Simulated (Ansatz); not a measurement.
Mo:

```
CELL_PARAMETERS angstrom
-1.58381 1.58381 1.58381
1.58381 -1.58381 1.58381
1.58381 1.58381 -1.58381
ATOMIC_POSITIONS crystal
Mo 0.00000 0.00000 0.00000
```

```yaml
Program: Ansatz 0.2.0
Task: relaxation of cell and atoms
Functional: PBE0
Potentials_or_basis: Ansatz PAW
Cutoff: "420 eV (not typed: the program's choice for these potentials)"
k_mesh: 6 × 6 × 6
Occupations: fermi-dirac, width 0.05 eV
Spin: no spin polarisation
```

At the start: volume 15.89 Å³/atom.

Task: Where does the relaxation end?

Result: It ends after 4 steps and the volume is 15.35 Å³/atom (-3.4 %); space group Im-3m (No. 229, to 0.05 Å).

Step by step:
```
step  energy change (eV)  largest force (eV/Å)  volume (Å³)
   1              0.0000                0.0000        15.89
   2             -0.0163                0.0000        15.42
   3             -0.0166                0.0000        15.35
   4             -0.0164                0.0000        15.35
```

Final structure:
```cif
data_structure
_symmetry_space_group_name_H-M 'P 1'
_symmetry_Int_Tables_number 1
_cell_length_a 2.7120
_cell_length_b 2.7120
_cell_length_c 2.7120
_cell_angle_alpha 109.471
_cell_angle_beta 109.471
_cell_angle_gamma 109.471
_cell_volume 15.35
loop_
_atom_site_label
_atom_site_type_symbol
_atom_site_fract_x
_atom_site_fract_y
_atom_site_fract_z
_atom_site_occupancy
Mo1 Mo 0.00000 0.00000 0.00000 1
```

Caveat: the k mesh is coarse (spacing up to 0.47 Å⁻¹), so the values aren't converged, least of all with exact exchange; the plane-wave basis is chosen anew once the cell has moved, so the energies of steps on either side of that aren't comparable; the PAW data sets come from PBE, with cores solved anew for the run's functional, which leaves a small shift of forces and pressure.
